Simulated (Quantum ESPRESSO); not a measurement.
## PbS (Galena) under changes of volume

One of the cells (26.086 Å³/atom); the others are scaled copies at fixed shape and fractional positions:

```
Pb S
1.0
     0.00000    2.96575    2.96575
     2.96575    0.00000    2.96575
     2.96575    2.96575    0.00000
Pb S
1 1
Cartesian
  0.0000 0.0000 0.0000
  2.9657 2.9657 2.9657
```

* Program: Quantum ESPRESSO 7.5
* Functional: RGE2
* Potentials or basis: PseudoDojo 0.4.1 SR PBE standard
* Cutoff: 762 eV
* Density cutoff: 3048 eV
* k mesh: 8 × 8 × 8
* Occupations: fermi-dirac, width 0.05 eV
* Spin: no spin polarisation

| volume (Å³/atom) | energy over the lowest point (meV/atom) | pressure (GPa) | gap on the mesh (eV) |
| --- | --- | --- | --- |
| 24.521 | 20.92 | 4.2 | 0.04 |
| 25.042 | 9.57 | 2.7 | 0.13 |
| 25.564 | 2.72 | 1.4 | 0.21 |
| 26.086 | 0.00 | 0.2 | 0.29 |
| 26.607 | ? | ? | ? |
| 27.129 | 5.38 | -1.8 | 0.43 |
| 27.651 | 12.78 | -2.7 | 0.50 |

Q: What does the run at 26.607 Å³/atom give?

A: Energy over the lowest point 1.01 meV/atom; pressure -0.9 GPa; gap on the mesh 0.37 eV.

Worked out: A Birch-Murnaghan fit of order 3 (a polynomial in V^(-2/3)) to the other rows has its minimum at 26.20 Å³/atom with B0 = V·E''(V) = 56 GPa and B' = 4.0. It gives 1.01 meV/atom at 26.607 Å³/atom, against the run's 1.01, and -dE/dV = -0.8 GPa, against -0.9.

Energies are extrapolated to zero smearing.

Caveats: the potentials were made for another functional, which shifts forces and pressure; spin-orbit coupling is left out, which as a rule narrows the gap of such compounds by several tenths of an eV.

A mesh can miss the band edges.
